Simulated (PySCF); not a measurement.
## Frontier levels across methods

Compound: 1-butene, C₄H₈.
Cartesian coordinates in Å at the PBE0-D3(BJ)/def2-SVP level; atoms count from 1:
```
atom  x, y, z in Å
C1     1.9049    0.3130    0.5702
C2     0.6802    0.6802    0.1914
C3    -0.2573   -0.1433   -0.6347
C4    -1.5559   -0.4756    0.0949
H5     2.3258   -0.6543    0.2755
H6     2.5349    0.9625    1.1839
H7     0.2992    1.6590    0.5139
H8    -0.4982    0.4102   -1.5606
H9     0.2485   -1.0706   -0.9510
H10   -1.3578   -1.0643    1.0038
H11   -2.2368   -1.0566   -0.5455
H12   -2.0873    0.4391    0.4030
```

Basis pcSseg-2 throughout (PySCF), one geometry. One conformer (not necessarily the lowest) at the PBE0-D3(BJ)/def2-SVP geometry, without solvent, vibrations or thermal averaging.

Problem. How do the orbital energies, the gap and the dipole change with the method?

Solution. 
```tsv
method	kind	HOMO (eV)	LUMO (eV)	gap (eV)	μ (D)	SCF cycles
BLYP	GGA	-6.10	-0.66	5.44	0.43	14
B97-D	GGA	-6.18	-0.66	5.52	0.44	14
OPBE	GGA	-6.22	-0.65	5.57	0.44	14
KT2	GGA	-6.25	-0.74	5.51	0.42	14
KT3	GGA	-6.25	-0.73	5.52	0.41	13
PBE	GGA	-6.26	-0.77	5.49	0.44	14
BP86	GGA	-6.34	-0.84	5.51	0.45	14
LDA	LDA	-6.43	-0.99	5.44	0.46	13
B3LYP	global hybrid	-7.15	-0.02	7.13	0.43	13
PBE0	global hybrid	-7.37	0.24	7.60	0.43	12
mPW1PW91	global hybrid	-7.38	0.23	7.61	0.43	12
HF	Hartree–Fock	-9.76	2.79	12.55	0.43	9
```

The HOMO spans 3.66 eV, from BLYP down to HF, and the gap runs from 5.44 eV (LDA) to 12.55 eV (HF). Over the methods BLYP (0 %), B97-D (0 %), OPBE (0 %), KT2 (0 %), KT3 (0 %), PBE (0 %), BP86 (0 %), LDA (0 %), B3LYP (20 %), PBE0 (25 %), mPW1PW91 (25 %), HF (100 %), a straight line through the gap against the share of exact exchange rises by 0.71 eV for each 10 % (correlation coefficient 0.998). The dipole ranges from 0.41 D (KT3) to 0.46 D (LDA). This basis has no diffuse functions.

The vertical ΔSCF ionisation energy at CAM-B3LYP/def2-SVPD is 9.71 eV; −ε(HOMO) comes closest to it with HF (9.76 eV).
